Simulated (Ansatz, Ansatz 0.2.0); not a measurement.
# Debye temperature of YNi5 from elastic constants: LDA meets a 5 % target at a contracted cell

## Experimental context

The reference is a Debye temperature of 449.8 K for YNi5, derived from low-temperature heat capacity measured by calorimetry. It is taken from a printed reference work on heat capacity and hydrogenation of ternary Haucke compounds. The calorimeter does not observe sound waves directly: the lattice part of the heat capacity has to be separated from the electronic part, and the Debye temperature follows from its cubic term. In an exchange-enhanced paramagnet such as YNi5, spin fluctuations may disturb this separation. The fitted temperature range and an uncertainty are not given with the value. If the fit stays within the cubic regime, the result should equal the Debye temperature computed from the sound speeds; a fit over a wider range could differ from it appreciably.

| compared with | measured | source's wording or label | method |
| --- | --- | --- | --- |
| Debye temperature (K) | 449.8 | from low-temperature heat capacity | low-temperature calorimetry |

Conditions are those given with the value in the passage it was taken from; "not stated" means there, and the paper may say more elsewhere. The values are a selection: others may have been left out beforehand as unlike or outlying.

## Aim and plan

We want the cheapest level of theory that gives the Debye temperature of YNi5 within 5 % of the calorimetric value, that is, within about 22 K. Since the Debye temperature goes roughly as the square root of the elastic moduli, this tolerates an error of about 10 % in the moduli, mostly in the shear modulus, because the slow transverse waves dominate the average. That is a reasonable demand on a semilocal functional and still strict enough to expose a poor one.

The model is the ordered CaCu5-type crystal with six atoms in the primitive cell, strained about its relaxed geometry with the ions free to follow. The calculation describes a static lattice; zero-point motion should soften the real crystal slightly, by a per cent or so in the Debye temperature as a rough guess. We begin with LDA without spin polarisation, then test the sampling of the Brillouin zone, and go on to spin polarisation or another functional as the results require.

Plain PBE isn't shown in this study.

System: YNi5, Haucke compound (CaCu5 type); P6/mmm (No. 191), 6 atoms in the primitive cell; the database structure is a diffraction structure: a = 4.880 Å, c = 3.980 Å; structure from the Crystallography Open Database.

On the selection of runs and values: Further runs on this system are not shown.

## 1. LDA without spin on a light mesh

YNi5 has no magnetic order, so a calculation without spin is a physically sensible start as well as a light one. LDA usually binds too strongly, and at its own relaxed cell we expect moduli that are somewhat too high and a Debye temperature above the measured one.

**Run 1.** Ansatz 0.2.0: LDA, no spin polarisation, cell and atoms relaxed in a first step at this level from the database structure (its input isn't shown), PAW set soft_2, cutoff 420 eV (default), 6x6x6 k mesh, Methfessel-Paxton smearing 0.25 eV; elastic constants by two-point finite strains with relaxed ions, amplitude 0.01.

Key lines of the input:
```
crystal:
  # lattice and atoms
kpoints:
  mp_grid: { grid: [6, 6, 6] }
hamiltonian:
  xc: lda
scf:
  occupations: { method: methfessel_paxton, width: 0.25 }
output:
  forces: true
  stress: true
elastic:
  mode: relaxed_ion
  stencil: two_point
  amplitude: 0.01
```

Command:
```
ansatz run input.yaml --threads 4 --pin off --max-ram 16384MiB --backend cpu --events-out ev --progress --plain --runs-dir out
```

Selected lines of the output:
```
  moduli (Voigt/Reuss/Hill, GPa): K = 189.65/188.78/189.22   G = 84.68/83.49/84.09   E = 219.71   ν = 0.306
```

Converged; 76 s on 4 cores of Arm Neoverse V2, shared host.

| quantity | run 1 | measured | deviation |
| --- | --- | --- | --- |
| Debye temperature (K) | 451.6 | 449.8 | +1.8 (+0.4 %) |
| size of moment on Ni (μB) | 0.000 |  |  |
| net moment per formula unit (μB) | 0.000 |  |  |
| conventional cell volume (Å³) | 75.40 |  |  |
| pressure (GPa) | −0.00270 |  |  |
| B (Reuss) (GPa) | 188.8 |  |  |
| G (Hill) (GPa) | 84.1 |  |  |

The Debye temperature comes out at 451.6 K, less than half a per cent above the calorimetric value and far inside the target. We had expected a clearer excess. The relaxed cell does show the overbinding of LDA: its volume of 75.40 Å³ is about 8 % below that of the diffraction structure, much more than thermal expansion could explain. The close agreement in the Debye temperature may therefore hide compensating errors, and it says nothing yet about the sampling. The Voigt and Reuss bounds of the shear modulus lie close together, so the way of averaging matters little here.

## 2. Denser meshes and a higher cutoff

In a metal with narrow nickel bands near the Fermi level, the shear constants can depend on the mesh. We refine it first along the hexagonal axis and then in the basal plane as well, and separately raise the cutoff on the original mesh. These runs start from a ferromagnetic arrangement, which also tests whether LDA wants a moment at its relaxed cell. We expect shifts of a few kelvin at most.

**Run 2.** Ansatz 0.2.0: LDA, ferromagnetic start, cell and atoms relaxed in a first step at this level from the database structure (its input isn't shown), PAW set soft_2, cutoff 420 eV (default), 6x6x8 k mesh, Methfessel-Paxton smearing 0.25 eV; elastic constants by two-point finite strains with relaxed ions, amplitude 0.01; the moments vanished in the relaxation, so this step runs without spin.

Key lines of the input, as changed from run 1:
```diff
  kpoints:
-   mp_grid: { grid: [6, 6, 6] }
+   mp_grid: { grid: [6, 6, 8] }
```

Command:
```
ansatz run input.yaml --threads 8 --pin off --max-ram 16384MiB --backend cpu --events-out ev --progress --plain --runs-dir out
```

Selected lines of the output:
```
  moduli (Voigt/Reuss/Hill, GPa): K = 189.62/188.80/189.21   G = 85.14/83.76/84.45   E = 220.53   ν = 0.306
```

Converged; 1.7 min on 8 cores of Arm Neoverse V1, shared host. Warnings: another step: seeded_moment_not_kept.

**Run 3.** Ansatz 0.2.0: LDA, ferromagnetic start, cell and atoms relaxed in a first step at this level from the database structure (its input isn't shown), PAW set soft_2, cutoff 420 eV (default), 9x9x8 k mesh, Methfessel-Paxton smearing 0.25 eV; elastic constants by two-point finite strains with relaxed ions, amplitude 0.01; the moments vanished in the relaxation, so this step runs without spin.

Key lines of the input, as changed from run 1:
```diff
  kpoints:
-   mp_grid: { grid: [6, 6, 6] }
+   mp_grid: { grid: [9, 9, 8] }
```

Selected lines of the output:
```
  C = ∂σ_k/∂η_j (tension-positive GPa; Voigt order 11 22 33 23 13 12):
        -0.000      0.000     -0.000     -0.000     -0.000     75.651
  moduli (Voigt/Reuss/Hill, GPa): K = 189.86/188.95/189.41   G = 86.52/85.21/85.87   E = 223.78   ν = 0.303
```

Converged; 6.5 min on 4 cores of Arm Neoverse V1, shared host. Warnings: another step: seeded_moment_not_kept.

**Run 4.** Ansatz 0.2.0: LDA, ferromagnetic start, cell and atoms relaxed in a first step at this level from the database structure (its input isn't shown), PAW set soft_2, cutoff 550 eV, 6x6x6 k mesh, Methfessel-Paxton smearing 0.25 eV; elastic constants by two-point finite strains with relaxed ions, amplitude 0.01; the moments vanished in the relaxation, so this step runs without spin.

Key lines of the input, as changed from run 1:
```diff
+ basis:
+   ecutwfc: 550.0
```

Selected lines of the output:
```
  moduli (Voigt/Reuss/Hill, GPa): K = 189.63/188.77/189.20   G = 84.65/83.46/84.05   E = 219.64   ν = 0.307
```

Converged; 3.7 min on 4 cores of Arm Neoverse V2, shared host. Warnings: another step: seeded_moment_not_kept.

| quantity | run 2 | run 3 | run 4 | measured |
| --- | --- | --- | --- | --- |
| Debye temperature (K) | 452.4 | 456.0 | 451.5 | 449.8 |
| size of moment on Ni (μB) | 0.000 | 0.000 | 0.000 |  |
| net moment per formula unit (μB) | 0.000 | 0.000 | 0.000 |  |
| conventional cell volume (Å³) | 75.39 | 75.38 | 75.39 |  |
| pressure (GPa) | −0.00514 | −0.00528 | 0.01326 |  |
| B (Reuss) (GPa) | 188.8 | 189.0 | 188.8 |  |
| G (Hill) (GPa) | 84.4 | 85.9 | 84.1 |  |

The cutoff hardly matters: raising it to 550 eV changes the Debye temperature by 0.1 K. The mesh matters more. Refining it along the axis adds 0.8 K, and refining it in the basal plane adds another 3.6 K, mostly through a higher shear modulus, since the bulk modulus hardly changes. On the densest of these meshes LDA gives 456.0 K, 1.4 % above the measured value. The series has not settled to within a kelvin, but the changes are small beside the 22 K that the target allows.

The ferromagnetic start lost its moments during the relaxation in all three cases, which is what the warning from that earlier step refers to. At its own cell LDA thus agrees with the absence of magnetic order in YNi5. The smearing of 0.25 eV is wide enough to weaken a small moment, however, and the effect of a narrower one is not shown in this report.

## 3. Strain amplitude and the diffraction cell

Two questions remain about the LDA result. Halving the strain amplitude tests the finite differences. Repeating the calculation in the diffraction cell shows how much the Debye temperature owes to the contracted LDA volume. Both runs use the mesh refined along the axis only, so the run on that mesh at the relaxed cell is their common reference. We expect almost no effect from the amplitude and clearly softer moduli in the larger cell, where a moment on nickel might also survive.

**Run 5.** Ansatz 0.2.0: LDA, ferromagnetic start, cell and atoms relaxed in a first step at this level from the database structure (its input isn't shown), PAW set soft_2, cutoff 420 eV (default), 6x6x8 k mesh, Methfessel-Paxton smearing 0.25 eV; strain amplitude 0.005; elastic constants by two-point finite strains with relaxed ions; the moments vanished in the relaxation, so this step runs without spin.

Key lines of the input, as changed from run 2:
```diff
  elastic:
-   amplitude: 0.01
+   amplitude: 0.005
```

Selected lines of the output:
```
  moduli (Voigt/Reuss/Hill, GPa): K = 189.54/188.71/189.13   G = 85.13/83.74/84.43   E = 220.49   ν = 0.306
```

Converged; wall time 2.4 min. Warnings: another step: seeded_moment_not_kept.

**Run 6.** Ansatz 0.2.0: LDA, ferromagnetic start, atoms relaxed in the database cell, PAW set soft_2, cutoff 420 eV (default), 6x6x8 k mesh, Methfessel-Paxton smearing 0.25 eV; elastic constants by two-point finite strains with relaxed ions, amplitude 0.01.

Key lines of the input, as changed from run 2:
```diff
  crystal:
-   # lattice and atoms
+   # lattice and atoms, with starting spins
+ magnetization:
+   spin_polarized: true
```

Selected lines of the output:
```
  moduli (Voigt/Reuss/Hill, GPa): K = 123.87/123.70/123.78   G = 64.20/62.75/63.47   E = 162.62   ν = 0.281
```

Converged; wall time 4.5 min. Warnings: magnetic_order_settling_ended.

| quantity | run 5 | run 6 | measured |
| --- | --- | --- | --- |
| Debye temperature (K) | 452.3 | 396.3 | 449.8 |
| size of moment on Ni (μB) | 0.000 | – |  |
| net moment per formula unit (μB) | 0.000 | – |  |
| conventional cell volume (Å³) | 75.39 | – |  |
| pressure (GPa) | −0.00515 | −13.10689 |  |
| B (Reuss) (GPa) | 188.7 | 123.7 |  |
| G (Hill) (GPa) | 84.4 | 63.5 |  |

Halving the strain amplitude changes the Debye temperature by 0.1 K, so the finite differences are sound at this level.

The diffraction cell changes the picture far more. There the Debye temperature drops to 396.3 K, about 12 % below the measured value and outside the target, and the bulk modulus falls by about a third. For LDA this cell is strongly stretched, with a pressure of about −13 GPa. This run also kept the spin polarisation, and its warning concerns the settling of the magnetic order, so we draw no conclusion about moments from it and do not assign the whole drop to the volume. Still, the good LDA value belongs to the contracted cell and cannot be carried over to the measured one.

## 4. PBEsol at its own relaxed cell

The remaining doubt is whether LDA is right only because its cell is too small. PBEsol usually gives better volumes for metals, so we relax the cell with it and keep the mesh, cutoff and strain amplitude of the LDA run refined along the axis. We expect a larger volume and a somewhat lower Debye temperature than with LDA. The ferromagnetic start will show whether this functional holds a moment on nickel, which would count against it for a paramagnet.

**Run 7.** Ansatz 0.2.0: PBEsol, ferromagnetic start, cell and atoms relaxed in a first step at this level from the database structure (its input isn't shown), PAW set soft_2, cutoff 420 eV (default), 6x6x8 k mesh, Methfessel-Paxton smearing 0.25 eV; elastic constants by two-point finite strains with relaxed ions, amplitude 0.01.

Key lines of the input, as changed from run 6:
```diff
  hamiltonian:
-   xc: lda
+   xc: pbesol
```

Selected lines of the output:
```
  moduli (Voigt/Reuss/Hill, GPa): K = 169.86/169.25/169.56   G = 81.68/80.24/80.96   E = 209.53   ν = 0.294
```

Converged; wall time 4.6 min. Warnings: magnetic_order_settling_ended.

| quantity | run 7 | measured | deviation |
| --- | --- | --- | --- |
| Debye temperature (K) | 444.8 | 449.8 | −5.0 (−1.1 %) |
| size of moment on Ni (μB) | 0.301 |  |  |
| net moment per formula unit (μB) | 1.338 |  |  |
| conventional cell volume (Å³) | 78.11 |  |  |
| pressure (GPa) | 0.01856 |  |  |
| B (Reuss) (GPa) | 169.3 |  |  |
| G (Hill) (GPa) | 81.0 |  |  |

PBEsol gives 444.8 K, 1.1 % below the calorimetric value and within the target. On the same mesh this is 7.6 K lower than LDA, in the expected direction. The cell grows to 78.11 Å³, yet it remains nearly 5 % smaller than the diffraction cell, so PBEsol removes only part of the volume discrepancy. Thermal expansion would account for roughly one percentage point of this difference; most of the rest fits the known tendency of PBEsol to make the cells of late 3d metals such as nickel too small.

PBEsol also keeps a ferromagnetic state, with about 0.3 μB on each nickel atom and 1.338 μB per formula unit, whereas YNi5 is a paramagnet. The run carries the same warning about the settling of the magnetic order as the one in the diffraction cell, so the size of the moment is provisional. Semilocal functionals neglect most of the spin fluctuations that suppress such weak moments in nearly magnetic metals, which is a plausible reason for this failure. The Debye temperature is therefore that of a magnetic state the real compound does not adopt, and its agreement with experiment does not make PBEsol the better description. It does show that a Debye temperature within the target does not require a cell contracted as strongly as that of LDA.

## Overview

| run | settings | Debye temperature (K) | deviation | cost |
| --- | --- | --- | --- | --- |
| 1 | LDA, no spin polarisation, cutoff 420 eV (default), 6x6x6 k mesh, amplitude 0.01 | 451.6 | +1.8 (+0.4 %) | 5.1 core-min |
| 2 | LDA, ferromagnetic start, 6x6x8 k mesh, amplitude 0.01, the moments vanished in the relaxation, so this step runs without spin | 452.4 | +2.6 (+0.6 %) | 14 core-min |
| 3 | LDA, ferromagnetic start, 9x9x8 k mesh, amplitude 0.01, the moments vanished in the relaxation, so this step runs without spin | 456.0 | +6.2 (+1.4 %) | 26 core-min |
| 4 | LDA, ferromagnetic start, cutoff 550 eV, 6x6x6 k mesh, amplitude 0.01, the moments vanished in the relaxation, so this step runs without spin | 451.5 | +1.7 (+0.4 %) | 15 core-min |
| 5 | LDA, ferromagnetic start, 6x6x8 k mesh, strain amplitude 0.005, the moments vanished in the relaxation, so this step runs without spin | 452.3 | +2.5 (+0.6 %) | 9.5 core-min |
| 6 | LDA, ferromagnetic start, atoms relaxed in the database cell, cutoff 420 eV (default), 6x6x8 k mesh, amplitude 0.01 | 396.3 | −53.5 (−11.9 %) | 18 core-min |
| 7 | PBEsol, ferromagnetic start, cutoff 420 eV (default), 6x6x8 k mesh, amplitude 0.01 | 444.8 | −5.0 (−1.1 %) | 19 core-min |
|  | measured | 449.8 |  |  |

Further runs on the same system, made beside this series (convergence steps with loose settings among them):

| further | settings | Debye temperature (K) | deviation | cost | status |
| --- | --- | --- | --- | --- | --- |
| F1 | r2SCAN, ferromagnetic start, cell and atoms relaxed in a first step at this level from the database structure (its input isn't shown), cutoff 500 eV (default), 6x6x6 k mesh, amplitude 0.01 | 441.7 | −8.1 (−1.8 %) | 48 core-min | warnings: magnetic_order_settling_ended |
| F2 | BLYP, ferromagnetic start, cell and atoms relaxed in a first step at this level from the database structure (its input isn't shown), cutoff 420 eV (default), 6x6x6 k mesh, amplitude 0.01 | 384.2 | −65.6 (−14.6 %) | 14 core-min | warnings: magnetic_order_settling_ended |
| F3 | LDA, ferromagnetic start, cutoff 420 eV (default), 6x6x6 k mesh, amplitude 0.01, the moments vanished in the relaxation, so this step runs without spin | 451.6 | +1.8 (+0.4 %) | 12 core-min | warnings: another step: seeded_moment_not_kept |
|  | measured | 449.8 |  |  |  |

## Assessment

LDA without spin polarisation meets the 5 % target. The light run at its own relaxed cell gives 451.6 K against the calorimetric 449.8 K, for 5.1 core-minutes. The densest mesh moves this to 456.0 K, 1.4 % too high, which is the fairer measure of the level's accuracy.

The agreement rests at least partly on a cancellation. The LDA cell is about 8 % smaller in volume than the diffraction cell, and this contraction stiffens the lattice. In the diffraction cell LDA gives only 396.3 K, although that run also kept spin polarisation, so the drop is not purely an effect of volume. We therefore recommend LDA for this Debye temperature only at its relaxed cell, and not for the volume.

PBEsol and r2SCAN also meet the target, at 444.8 and 441.7 K, but cost more. PBEsol holds a ferromagnetic moment that the paramagnetic compound lacks. BLYP misses by 14.6 %, so relaxing the cell does not by itself secure a good value.

Refining the mesh in the basal plane was the most useful numerical check. The higher cutoff and the smaller strain each changed the result by only 0.1 K, and starting LDA from a ferromagnetic arrangement led back to the non-magnetic result.

Zero-point softening, roughly a per cent, would bring the LDA value on the densest mesh closer to experiment and take PBEsol and r2SCAN further away. This is too small and uncertain to rank the three. The mesh series has not settled to within a kelvin, and the effect of PBEsol's moment on its elastic constants is not shown in this report. On the experimental side, spin fluctuations may affect the lattice term extracted from the heat capacity, by an amount we cannot estimate here.

[Logs are printed without paths, hosts, clocks, repeated set-up lines and the standing remarks that a program may print on its own settings, such as how far it seeks lower states.]

[The runs shown are a pick from a larger set of finished runs; failed, doubtful and other runs were left out of it ahead of writing. So were measured values far from every level or from commonly accepted values, and agreement can look better than it is. Lines of input and output are excerpts and may be shortened.]
